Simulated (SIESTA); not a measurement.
The system is MnO.

```
Mn O
1.0
     0.00000    2.22391    2.22391
     2.22391    0.00000    2.22391
     2.22391    2.22391    0.00000
Mn O
1 1
Cartesian
  0.0000 0.0000 0.0000
  2.2239 2.2239 2.2239
```

The cell is a database's computed one.

Base run:

| Item | Value |
| --- | --- |
| Program | SIESTA 5.4.2 |
| Functional | PBE |
| Potentials or basis | PseudoDojo 0.4 standard (PBE files) |
| Basis | SZ (energy shift 0.003 Ry) |
| Grid cutoff | 800 Ry |
| Energy shift | 0.003 Ry |
| k mesh | 10 × 10 × 10 |
| Occupations | fermi-dirac, width 0.05 eV |
| Spin | collinear spin, ferromagnetic start |
| Starting moments | [4.0, 0.0] μB |

Its results: band gap on the k mesh none (metal or under the smearing width); pressure -8.4 GPa; net moment 4.47 μB per cell; site moments Mn +4.23; O +0.24 μB.

Question: The run is repeated on the same cell with these changes: basis from SZ (energy shift 0.003 Ry) to TZP (energy shift 0.003 Ry; two zetas on semicore shells). What comes out?

Answer: Band gap on the k mesh none (metal or under the smearing width); pressure 1.4 GPa; net moment 4.83 μB per cell; site moments Mn +4.61; O +0.22 μB.

Caveats: short orbitals over semicore shells can move pressures by several GPa; the basis of atomic orbitals isn't converged, which shifts pressures, moduli and gaps; a cell with one magnetic atom can't hold antiferromagnetic order, which such compounds often take; semilocal functionals often make such compounds metallic where correlation or magnetic order opens a gap, which also shifts bond lengths; the basis has no polarisation orbitals (some runs).
